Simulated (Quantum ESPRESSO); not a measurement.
# La2O3 in Quantum ESPRESSO: the effect of functional

The system is La2O3.

```
La O
1.0
     3.93078    0.00000    0.00000
    -1.96539    3.40415    0.00000
     0.00000    0.00000    6.11195
La O
2 3
Direct
  0.33333 0.66667 0.24624
  0.66667 0.33333 0.75376
  0.00000 0.00000 0.00000
  0.33333 0.66667 0.64589
  0.66667 0.33333 0.35411
```

The cell is a database's computed one.

Alike in all runs:

- Program: Quantum ESPRESSO 7.5
- Task: dielectric tensor
- Cutoff: 612 eV
- Density cutoff: 4898 eV
- k mesh: 4 × 4 × 4, shifted
- Occupations: fermi-dirac, width 0.05 eV
- Spin: no spin polarisation

| functional | potentials or basis | pressure (GPa) | largest force (eV/Å) | dielectric constant (mean) |
| --- | --- | --- | --- | --- |
| LDA | GBRV 1.5 LDA | -5.9 | 0.14 | 4.82 |
| PBEsol | GBRV 1.5 PBEsol | ? | ? | ? |
| WC | GBRV 1.5 PBE | -2.2 | 0.04 | 4.84 |
| BLYP | GBRV 1.5 PBE | 7.4 | 0.17 | 4.65 |
| AM05 | GBRV 1.5 PBE | -1.7 | 0.10 | 4.81 |

Q: What does the run with functional PBEsol give?

A: Pressure -2.7 GPa; largest force 0.08 eV/Å; dielectric constant 4.84 mean.

Caveats: all runs use coarse meshes; the potentials were made for another functional, which shifts forces and pressure (some runs); the cell is more than 3 GPa from zero pressure, which shifts response properties (some runs).

Runs at the PBE level aren't shown here.
